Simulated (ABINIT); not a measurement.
# BaTiO3 (P4mm) in ABINIT: further runs

Aim: see how the results for BaTiO3 move with the level of theory and the settings. Levels: PBEsol, LDA. Tasks: single point, relaxation of cell and atoms.

Program: ABINIT 10.8.3 (patched build). These are calculated values, not measurements. Logs are shortened: lines on timing, memory, paths and dates and some standing lists are left out, and cuts for length are marked. The log counts tension as positive stress, the text compression.

**1. The crystal as given**

It takes space group P4mm (No. 99, tetragonal). Conventional cell: a = 4.000 Å, b = 4.000 Å, c = 4.018 Å, α = 90.00°, β = 90.00°, γ = 90.00°. Ba (site symmetry 4mm) has 12 O at 2.79 to 2.88 Å as nearest neighbours. Ti (site symmetry 4mm) has 6 O at 1.89 to 2.13 Å as nearest neighbours. O (site symmetry 2mm) is surrounded by 2 Ti at 2.00 Å. Around O (site symmetry 4mm) lie 2 Ti at 1.89 to 2.13 Å.

**2. Single point, PBEsol**

run.abi

```
pp_dirpath "./"
pseudos "Ba.upf, Ti.upf, O.upf"

acell 7.5585265533 7.5585265533 7.5929195687
rprim
     1.0000000000     0.0000000000     0.0000000000
     0.0000000000     1.0000000000     0.0000000000
     0.0000000000     0.0000000000     1.0000000000
ntypat 3
znucl 56 22 8
natom 5
typat 1 2 3 3 3
xred
     0.0000000000     0.0000000000     0.0000000000
     0.5000000000     0.5000000000     0.4900000000
     0.0000000000     0.5000000000     0.5170000000
     0.5000000000     0.0000000000     0.5170000000
     0.5000000000     0.5000000000     0.0190000000

ecut 38.0

kptopt 1
ngkpt 5 5 5
nshiftk 1
shiftk 0.0 0.0 0.0

ixc -116133

nband 24
occopt 3
tsmear 0.05 eV

nstep 100
tolvrs 1.0e-10

iomode 3
prtwf 0
prteig 0
prtebands 0
prtden 1
prtvha 1
prtvclmb 1
prtpot 1
prtelf 1
```

Potentials or basis: PseudoDojo NC SR PBEsol v0.4.1 standard.

Run with:

```console
$ abinit run.abi > log 2>&1
```

run.abo:

```text
.Version 10.8.3 of ABINIT
 Symmetries : space group P4 m m (# 99); Bravais tP (primitive tetrag.)
================================================================================
 Values of the parameters that define the memory need of the present run
     intxc =       0    ionmov =       0      iscf =       7    lmnmax =       6
     lnmax =       6     mgfft =      45  mpssoang =       3    mqgrid =    3001
     natom =       5  nloc_mem =       1    nspden =       1   nspinor =       1
    nsppol =       1      nsym =       8    n1xccc =    2501    ntypat =       3
    occopt =       3   xclevel =       2
       mpw =        4877          nfft =       91125          nkpt =          18
================================================================================
================================================================================

--------------------------------------------------------------------------------
------------- Echo of variables that govern the present computation ------------
--------------------------------------------------------------------------------
 -outvars: echo values of preprocessed input variables --------
            acell      7.5585265533E+00  7.5585265533E+00  7.5929195687E+00 Bohr
              amu      1.37327000E+02  4.78800000E+01  1.59994000E+01
             ecut      3.80000000E+01 Hartree
              ixc     -116133
         kptrlatt        5    0    0      0    5    0      0    0    5
          kptrlen      3.77926328E+01
            natom           5
            nband          24
            ngfft          45      45      45
             nkpt          18
            nstep         100
             nsym           8
           ntypat           3
           occopt           3
        prtebands           0
           prteig           0
           prtelf           1
           prtpot           1
         prtvclmb           1
           prtvha           1
            prtwf           0
          spgroup          99
           tolvrs      1.00000000E-10
           tsmear      1.83746611E-03 Hartree
            typat      1  2  3  3  3
           xangst      0.0000000000E+00  0.0000000000E+00  0.0000000000E+00
                       1.9998999986E+00  1.9998999986E+00  1.9688199987E+00
                       0.0000000000E+00  1.9998999986E+00  2.0773059986E+00
                       1.9998999986E+00  0.0000000000E+00  2.0773059986E+00
                       1.9998999986E+00  1.9998999986E+00  7.6341999948E-02
            xcart      0.0000000000E+00  0.0000000000E+00  0.0000000000E+00
                       3.7792632767E+00  3.7792632767E+00  3.7205305887E+00
                       0.0000000000E+00  3.7792632767E+00  3.9255394170E+00
                       3.7792632767E+00  0.0000000000E+00  3.9255394170E+00
                       3.7792632767E+00  3.7792632767E+00  1.4426547181E-01
             xred      0.0000000000E+00  0.0000000000E+00  0.0000000000E+00
                       5.0000000000E-01  5.0000000000E-01  4.9000000000E-01
                       0.0000000000E+00  5.0000000000E-01  5.1700000000E-01
                       5.0000000000E-01  0.0000000000E+00  5.1700000000E-01
                       5.0000000000E-01  5.0000000000E-01  1.9000000000E-02
            znucl       56.00000   22.00000    8.00000

================================================================================

 chkinp: Checking input parameters for consistency.

================================================================================
== DATASET  1 ==================================================================

--- !DatasetInfo
iteration_state: {dtset: 1, }
dimensions: {natom: 5, nkpt: 18, mband: 24, nsppol: 1, nspinor: 1, nspden: 1, mpw: 4877, }
cutoff_energies: {ecut:  38.0, pawecutdg:  -1.0, }
electrons: {nelect:   4.00000000E+01, charge:   0.00000000E+00, occopt:   3.00000000E+00, tsmear:   1.83746611E-03, }
meta: {optdriver: 0, ionmov: 0, optcell: 0, iscf: 7, paral_kgb: 0, }
...

 Real(R)+Recip(G) space primitive vectors, cartesian coordinates (Bohr,Bohr^-1):
 R(1)=  7.5585266  0.0000000  0.0000000  G(1)=  0.1323009  0.0000000  0.0000000
 R(2)=  0.0000000  7.5585266  0.0000000  G(2)=  0.0000000  0.1323009  0.0000000
 R(3)=  0.0000000  0.0000000  7.5929196  G(3)=  0.0000000  0.0000000  0.1317016
 Unit cell volume ucvol=  4.3379355E+02 bohr^3
 Angles (23,13,12)=  9.00000000E+01  9.00000000E+01  9.00000000E+01 degrees

 getcut: wavevector=  0.0000  0.0000  0.0000  ngfft=  45  45  45
[... 82 lines left out ...]
- [  0.00000000E+00,   1.41957411E-04,   0.00000000E+00, ]
- [  0.00000000E+00,   0.00000000E+00,   1.11453055E-04, ]
pressure_GPa:  -3.8774E+00
xred      :
- [  0.0000E+00,   0.0000E+00,   0.0000E+00, Ba]
- [  5.0000E-01,   5.0000E-01,   4.9000E-01, Ti]
- [  0.0000E+00,   5.0000E-01,   5.1700E-01,  O]
- [  5.0000E-01,   0.0000E+00,   5.1700E-01,  O]
- [  5.0000E-01,   5.0000E-01,   1.9000E-02,  O]
cartesian_forces: # hartree/bohr
- [ -0.00000000E+00,  -0.00000000E+00,   6.57440661E-04, ]
- [ -0.00000000E+00,  -0.00000000E+00,  -3.66405454E-03, ]
- [ -0.00000000E+00,  -0.00000000E+00,  -2.11233953E-03, ]
- [ -0.00000000E+00,  -0.00000000E+00,  -2.11233953E-03, ]
- [ -0.00000000E+00,  -0.00000000E+00,   7.23129294E-03, ]
force_length_stats: {min:   6.57440661E-04, max:   7.23129294E-03, mean:   3.15549344E-03, }
...

 Integrated electronic density in atomic spheres:
 ------------------------------------------------
 Atom  Sphere_radius  Integrated_density
    1        2.00000          5.27246068
    2        2.00000          9.39949507
    3        2.00000          6.18615282
    4        2.00000          6.18615282
    5        2.00000          6.20446642
================================================================================

 ----iterations are completed or convergence reached----

 Mean square residual over all n,k,spin=   32.271E-08; max=  49.550E-06
 reduced coordinates (array xred) for    5 atoms
       0.000000000000      0.000000000000      0.000000000000
       0.500000000000      0.500000000000      0.490000000000
       0.000000000000      0.500000000000      0.517000000000
       0.500000000000      0.000000000000      0.517000000000
       0.500000000000      0.500000000000      0.019000000000
 rms dE/dt=  1.6987E-02; max dE/dt=  2.7850E-02; dE/dt below (all hartree)
    1       0.000000000000      0.000000000000     -0.004962849290
    2       0.000000000000      0.000000000000      0.027849916220
    3       0.000000000000      0.000000000000      0.016067868901
    4       0.000000000000      0.000000000000      0.016067868901
    5       0.000000000000      0.000000000000     -0.054877580881

 cartesian coordinates (angstrom) at end:
    1      0.00000000000000     0.00000000000000     0.00000000000000
    2      1.99989999864902     1.99989999864902     1.96881999865231
    3      0.00000000000000     1.99989999864902     2.07730599857805
    4      1.99989999864902     0.00000000000000     2.07730599857805
    5      1.99989999864902     1.99989999864902     0.07634199994774

 cartesian forces (hartree/bohr) at end:
    1     -0.00000000000000    -0.00000000000000     0.00065744066107
    2     -0.00000000000000    -0.00000000000000    -0.00366405454428
    3     -0.00000000000000    -0.00000000000000    -0.00211233952711
    4     -0.00000000000000    -0.00000000000000    -0.00211233952711
    5     -0.00000000000000    -0.00000000000000     0.00723129293743
 frms,max,avg= 2.2371571E-03 7.2312929E-03   0.000E+00  0.000E+00 -3.825E-06 h/b

 cartesian forces (eV/Angstrom) at end:
    1     -0.00000000000000    -0.00000000000000     0.03380695805804
    2     -0.00000000000000    -0.00000000000000    -0.18841326014078
    3     -0.00000000000000    -0.00000000000000    -0.10862086576941
    4     -0.00000000000000    -0.00000000000000    -0.10862086576941
    5     -0.00000000000000    -0.00000000000000     0.37184803362156
 frms,max,avg= 1.1503924E-01 3.7184803E-01   0.000E+00  0.000E+00 -1.967E-04 e/A
 length scales=  7.558526553300  7.558526553300  7.592919568700 bohr
              =  3.999799997298  3.999799997298  4.017999997250 angstroms
 Fermi (or HOMO) energy (hartree) =   0.27082   Average Vxc (hartree)=  -0.43013
 Eigenvalues (hartree) for nkpt=  18  k points:
 kpt#   1, nband= 24, wtk=  0.00800, kpt=  0.0000  0.0000  0.0000 (reduced coord)
  -1.82938   -0.96118   -0.96007   -0.96007   -0.67100   -0.37767   -0.35317   -0.35113
  -0.12592   -0.12592   -0.12585    0.15252    0.15290    0.15290    0.19299    0.19299
   0.19634    0.22818    0.22857    0.22857    0.30432    0.31229    0.31229    0.38878
      occupation numbers for kpt#   1
   2.00000    2.00000    2.00000    2.00000    2.00000    2.00000    2.00000    2.00000
   2.00000    2.00000    2.00000    2.00000    2.00000    2.00000    2.00000    2.00000
   2.00000    2.00000    2.00000    2.00000    0.00000    0.00000    0.00000    0.00000
 prteigrs : prtvol=0 or 1, do not print more k-points.

--- !EnergyTerms
iteration_state     : {dtset: 1, }
comment             : Components of total free energy in Hartree
kinetic             :  6.24638161853228E+01
hartree             :  2.96573960685662E+01
xc                  : -2.77210161554718E+01
Ewald energy        : -1.03499980227469E+02
psp_core            :  5.51697344358577E+00
local_psp           : -1.00171491116361E+02
non_local_psp       : -3.43903097102599E+00
internal            : -1.37193332772854E+02
'-kT*entropy'       : -2.80638305273062E-11
total_energy        : -1.37193332772882E+02
total_energy_eV     : -3.73322076845629E+03
band_energy         : -1.07662318277947E+01
...

 Cartesian components of stress tensor (hartree/bohr^3)
  sigma(1 1)=  1.41957411E-04  sigma(3 2)=  0.00000000E+00
  sigma(2 2)=  1.41957411E-04  sigma(3 1)=  0.00000000E+00
  sigma(3 3)=  1.11453055E-04  sigma(2 1)=  0.00000000E+00

-Cartesian components of stress tensor (GPa)         [Pressure= -3.8774E+00 GPa]
- sigma(1 1)=  4.17653121E+00  sigma(3 2)=  0.00000000E+00
- sigma(2 2)=  4.17653121E+00  sigma(3 1)=  0.00000000E+00
- sigma(3 3)=  3.27906209E+00  sigma(2 1)=  0.00000000E+00

== END DATASET(S) ==============================================================
================================================================================

 -outvars: echo values of variables after computation  --------
            acell      7.5585265533E+00  7.5585265533E+00  7.5929195687E+00 Bohr
           etotal     -1.3719333277E+02
            fcart     -0.0000000000E+00 -0.0000000000E+00  6.5744066107E-04
                      -0.0000000000E+00 -0.0000000000E+00 -3.6640545443E-03
                      -0.0000000000E+00 -0.0000000000E+00 -2.1123395271E-03
                      -0.0000000000E+00 -0.0000000000E+00 -2.1123395271E-03
                      -0.0000000000E+00 -0.0000000000E+00  7.2312929374E-03
           strten      1.4195741051E-04  1.4195741051E-04  1.1145305507E-04
                       0.0000000000E+00  0.0000000000E+00  0.0000000000E+00
           xangst      0.0000000000E+00  0.0000000000E+00  0.0000000000E+00
                       1.9998999986E+00  1.9998999986E+00  1.9688199987E+00
                       0.0000000000E+00  1.9998999986E+00  2.0773059986E+00
                       1.9998999986E+00  0.0000000000E+00  2.0773059986E+00
                       1.9998999986E+00  1.9998999986E+00  7.6341999948E-02
             xred      0.0000000000E+00  0.0000000000E+00  0.0000000000E+00
                       5.0000000000E-01  5.0000000000E-01  4.9000000000E-01
                       0.0000000000E+00  5.0000000000E-01  5.1700000000E-01
                       5.0000000000E-01  0.0000000000E+00  5.1700000000E-01
                       5.0000000000E-01  5.0000000000E-01  1.9000000000E-02
 Calculation completed.
```

Run time: 2.1 min. Hardware: 1 thread of Arm Neoverse V1, shared host; peak memory 0.11 GiB.

What came out:

```
Free energy                                           : -3733.2208 eV
Pressure                                              : -3.9 GPa
Largest force                                         : 0.372 eV/Å
Band gap on the k mesh                                : 1.94 eV, indirect (least direct gap 2.06 eV)
Valence electrons inside the program's atomic spheres : Ba 5.27; Ti 9.40; O 6.19, 6.20
```

Forces in eV/Å, atoms in the order of the input:
```
Ba   0.000  0.000  0.034
Ti   0.000  0.000 -0.188
O    0.000  0.000 -0.109
O    0.000  0.000 -0.109
O    0.000  0.000  0.372
```

Caveat: this release of the barium file is off; spin-orbit coupling is left out, which moves the levels of the heavy elements; an odd mesh through Γ misses points on the zone boundary, where band edges often lie. Expect the measured gap to be larger: semilocal functionals such as PBEsol lack the derivative discontinuity.

**3. Single point, LDA**

run.abi

```
# Pseudopotentials
pp_dirpath "./"
pseudos "Ba.upf, Ti.upf, O.upf"

# Structure
acell 3*1.0
rprim
     7.5585265533     0.0000000000     0.0000000000
     0.0000000000     7.5585265533     0.0000000000
     0.0000000000     0.0000000000     7.5929195687
ntypat 3
znucl 56 22 8
natom 5
typat 1 2 3 3 3
xred
     0.0000000000     0.0000000000     0.0000000000
     0.5000000000     0.5000000000     0.4900000000
     0.0000000000     0.5000000000     0.5170000000
     0.5000000000     0.0000000000     0.5170000000
     0.5000000000     0.5000000000     0.0190000000

# Plane-wave basis
ecut 38.0

# k points
kptopt 1
ngkpt 5 5 5
nshiftk 1
shiftk 0.0 0.0 0.0

# Exchange and correlation
ixc 7

# Bands and occupations
nband 24
occopt 3
tsmear 0.00183747

# SCF cycle
nstep 100
tolvrs 1.0e-10

# Output
iomode 3
prtwf 0
prtden 0
prteig 0
prtebands 0
enunit 2
```

Potentials or basis: PseudoDojo NC SR LDA v0.4.1 standard.

Run with:

```console
$ abinit run.abi > log 2>&1
```

It took 2.2 min on 1 thread of Arm Neoverse V1, shared host; peak memory 0.1 GiB.

The run converged. Its results:

| Property | Result |
| --- | --- |
| Free energy | -3738.7315 eV |
| Largest force | 0.427 eV/Å |
| Band gap on the k mesh | 1.90 eV, indirect (least direct gap 2.02 eV) |
| Valence electrons inside the program's atomic spheres | Ba 5.27; Ti 9.41; O 6.18, 6.20 |

Forces on the atoms (eV/Å):
```
Ba   0.000  0.000  0.014
Ti   0.000  0.000 -0.214
O    0.000  0.000 -0.113
O    0.000  0.000 -0.113
O    0.000  0.000  0.427
```

Levels at points of the mesh, in eV from the valence-band top:
| k point | band 17 | band 18 | band 19 | band 20 | band 21 | band 22 | band 23 | band 24 |
| --- | --- | --- | --- | --- | --- | --- | --- | --- |
| (0.00, 0.00, 0.00) | -1.00 | -0.13 | -0.12 | -0.12 | 1.90 | 2.12 | 2.12 | 4.24 |

Caveat: the cutoff is too short for stress, so the log's stress isn't used; this release of the barium file is off; spin-orbit coupling is left out, which moves the levels of the heavy elements; an odd mesh through Γ misses points on the zone boundary, where band edges often lie.

(Part 1 of 2 ends here.)
